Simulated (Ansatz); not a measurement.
Nudged elastic band run: Si8NO14, charge -1

input.yaml

```yaml
crystal:
  lattice:
    - [-4.1667, -4.1667, 0.0]
    - [4.1667, -4.1667, 0.0]
    - [0.0, 0.0, 5.329]
  atoms:
    - { symbol: Si, position: [0.49864209, 0.49983579, 0.00105533] }
    - { symbol: Si, position: [-0.00135903, 0.49449077, 0.25121876] }
    - { symbol: O, position: [0.19609323, 0.51046605, -0.00131094] }
    - { symbol: "N", position: [-0.00135812, 0.20038618, 0.25121692] }
    - { symbol: O, position: [0.80118776, 0.5104646, -0.00131306] }
    - { symbol: Si, position: [0.49864183, 0.49983647, 0.5013764] }
    - { symbol: Si, position: [-0.00135806, 0.50422382, 0.75121361] }
    - { symbol: O, position: [0.1960962, 0.51045707, 0.50374468] }
    - { symbol: O, position: [-0.0013596, 0.19796156, 0.75121187] }
    - { symbol: O, position: [0.80118567, 0.51045451, 0.50374693] }
    - { symbol: O, position: [-0.00135976, 0.80877183, 0.7512197] }
    - { symbol: Si, position: [-0.00135983, 0.00214553, 0.01533973] }
    - { symbol: Si, position: [0.49864146, -0.00201853, 0.25121796] }
    - { symbol: O, position: [0.6901859, -0.00634046, 0.00089704] }
    - { symbol: O, position: [0.49864172, 0.69254145, 0.25121375] }
    - { symbol: O, position: [0.30709886, -0.0063406, 0.00089735] }
    - { symbol: O, position: [0.49863997, 0.30462552, 0.25121633] }
    - { symbol: Si, position: [-0.00136176, 0.00210322, 0.48703589] }
    - { symbol: Si, position: [0.49864097, -0.00595313, 0.75121497] }
    - { symbol: O, position: [0.6901832, -0.00634049, 0.50153472] }
    - { symbol: O, position: [0.49863951, 0.69192678, 0.75121686] }
    - { symbol: O, position: [0.30709917, -0.00634196, 0.50153386] }
    - { symbol: O, position: [0.49863954, 0.30291824, 0.75121746] }
total_charge: -1
basis:
  ecutwfc: 420.0
kpoints:
  mp_grid: { grid: [2, 2, 2] }
hamiltonian:
  xc: pbe
  pseudopotentials: { kind: paw, azcp: { folder: soft_1 } }
scf:
  occupations: { method: gaussian, width: 0.05 }
  lower_state_search: "off"
neb:
  images: 3
  f_tol: 0.05
  initial_path: idpp
  max_iterations: 80
  optimiser: fire
  final_atoms:
    - { symbol: Si, position: [0.5, 0.5009358, -0.00010191] }
    - { symbol: Si, position: [0.0, 0.5062656, 0.25] }
    - { symbol: O, position: [0.19736375, 0.48997416, -0.00244864] }
    - { symbol: "N", position: [0.0, -0.19966677, 0.25] }
    - { symbol: O, position: [0.80263625, 0.48997416, -0.00244864] }
    - { symbol: Si, position: [0.5, 0.5009358, 0.50010191] }
    - { symbol: Si, position: [0.0, 0.49649548, 0.75] }
    - { symbol: O, position: [0.19736375, 0.48997416, 0.50244864] }
    - { symbol: O, position: [0.0, 0.19180973, 0.75] }
    - { symbol: O, position: [0.80263625, 0.48997416, 0.50244864] }
    - { symbol: O, position: [0.0, 0.80249657, 0.75] }
    - { symbol: Si, position: [0.0, -0.00138717, 0.01412261] }
    - { symbol: Si, position: [0.5, 0.00288901, 0.25] }
    - { symbol: O, position: [0.69153348, 0.00720605, -0.00027986] }
    - { symbol: O, position: [0.5, 0.69609378, 0.25] }
    - { symbol: O, position: [0.30846652, 0.00720605, -0.00027986] }
    - { symbol: O, position: [0.5, 0.30817059, 0.25] }
    - { symbol: Si, position: [0.0, -0.00138717, 0.48587739] }
    - { symbol: Si, position: [0.5, 0.00689779, 0.75] }
    - { symbol: O, position: [0.69153348, 0.00720605, 0.50027986] }
    - { symbol: O, position: [0.5, 0.69792265, 0.75] }
    - { symbol: O, position: [0.30846652, 0.00720605, 0.50027986] }
    - { symbol: O, position: [0.5, 0.30890746, 0.75] }
  order_check: true
```

Command:

```bash
$ ansatz run input.yaml --threads 1 --pin off --max-ram 3072MiB --backend cpu --events-out ev --progress --plain --runs-dir out
```

Output, in part (warnings, iteration lines):

```
NEB end point (image 0): max|allowed force component| = 8.555e-3 eV/Å (the criterion of neb.relax_end_points is 1.000e-2)
NEB end point (image 4): max|allowed force component| = 2.458e-2 eV/Å (the criterion of neb.relax_end_points is 1.000e-2)
NEB iter   1: max|band force component| = 7.957e0 eV/Å  barrier→ = 7.7151 eV  barrier← = 7.7149 eV  Δτ_max = 0.1184 Å  (52 SCF iters)
NEB iter   2: max|band force component| = 1.610e1 eV/Å  barrier→ = 7.8871 eV  barrier← = 7.8870 eV  Δτ_max = 0.0581 Å  (22 SCF iters)
NEB iter   3: max|band force component| = 3.467e0 eV/Å  barrier→ = 6.9857 eV  barrier← = 6.9856 eV  Δτ_max = 0.0683 Å  (20 SCF iters)
NEB iter   4: max|band force component| = 1.088e1 eV/Å  barrier→ = 7.2559 eV  barrier← = 7.2558 eV  Δτ_max = 0.0098 Å  (24 SCF iters)
NEB iter   5: max|band force component| = 8.781e0 eV/Å  barrier→ = 7.1085 eV  barrier← = 7.1084 eV  Δτ_max = 0.0177 Å  (15 SCF iters)
NEB iter   6: max|band force component| = 5.094e0 eV/Å  barrier→ = 6.9173 eV  barrier← = 6.9172 eV  Δτ_max = 0.0221 Å  (15 SCF iters)
NEB iter   7: max|band force component| = 9.524e-1 eV/Å  barrier→ = 6.8094 eV  barrier← = 6.8092 eV  Δτ_max = 0.0210 Å  (17 SCF iters)
NEB iter   8: max|band force component| = 3.708e0 eV/Å  barrier→ = 6.8351 eV  barrier← = 6.8350 eV  Δτ_max = 0.0008 Å  (17 SCF iters)
[... lines left out ...]
NEB iter  45: max|band force component| = 6.640e-2 eV/Å  barrier→ = 6.6697 eV  barrier← = 6.6695 eV  CI = image 2  Δτ_max = 0.0034 Å  (12 SCF iters)
NEB iter  46: max|band force component| = 6.727e-2 eV/Å  barrier→ = 6.6696 eV  barrier← = 6.6695 eV  CI = image 2  Δτ_max = 0.0035 Å  (12 SCF iters)
NEB iter  47: max|band force component| = 6.155e-2 eV/Å  barrier→ = 6.6696 eV  barrier← = 6.6694 eV  CI = image 2  Δτ_max = 0.0005 Å  (12 SCF iters)
```

The run converged. Neighbouring images differ by up to 3.7 eV, so the band resolves the path poorly. By the program's own check the climbing image is of a kind that is not told: the force calls were inconclusive, a negative curvature could not be distinguished from the path's own, the only one lies far off the path, or fixed occupations may fill a level only in part (lowest curvatures found: -17.01 and 0.75 eV/Å²). Limits of this set-up: coarse k mesh, no spin, though dangling bonds at a vacancy may carry it, a small cell, in which the defect meets its images, charged cell in a uniform background, uncorrected.

Final band:

```csv
image,path coordinate (Å),energy (eV)
0,0.00,0.00
1,0.65,2.98
2,1.31,6.67
3,1.96,2.98
4,2.61,0.00
```

The run took 19 min on 1 thread of Arm Neoverse V1, with other jobs on the host, peak memory 0.67 GiB.
